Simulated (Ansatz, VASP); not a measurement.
# One calculation of BN, two programs

```
B N
1.0
     0.00000   -1.81239   -1.73990
    -1.73990    0.00000   -1.73990
     1.73990    1.81239   -3.47980
B N
2 2
Direct
  0.99520 0.02139 0.00000
  0.50480 0.47861 0.50000
  0.37009 0.39689 0.87500
  0.87991 0.85311 0.37500
```

Change from the starting cell: mode 4 frozen in at -0.051 Å, equal normal strain along x and y -0.0400.

Alike in both runs: task single point; functional PBE; k mesh 6 × 6 × 6; occupations gaussian, width 0.05 eV; no spin polarisation.

|  | VASP | Ansatz |
| --- | --- | --- |
| version | VASP 6.6.1 | Ansatz 0.2.0 |
| potentials or method | VASP PAW PBE potentials, release 64 (B, N) | scalar-relativistic, plane waves, PAW |
| plane-wave cutoff (eV) | 520 | 520 |
| valence electrons in the cell | 16 | 16 |

Ansatz gave:

```
gap on the k mesh at the Fermi level (eV)       : 4.14
least direct gap on the mesh (eV)               : 6.02
pressure (GPa)                                  : 35.1
largest component of the traceless stress (GPa) : 18.33
rms of the force components (eV/Å)              : 0.297
```

Problem. What did VASP give for the same quantities?

Solution. gap on the k mesh at the Fermi level (eV): 4.12; least direct gap on the mesh (eV): 6.01; pressure (GPa): 35.5; largest component of the traceless stress (GPa): 18.34; rms of the force components (eV/Å): 0.297.

Atom by atom the forces differ by 0.000 eV/Å (rms over components). With one functional, cell and mesh, what is left measures potentials, basis and numerics.

Caveats: the k mesh is coarse (spacing up to 0.50 Å⁻¹), so the values aren't converged; so large a pressure means that the cell lies far from this level's equilibrium, or that cutoff or potentials fall short (VASP). A k mesh can miss the band edges.
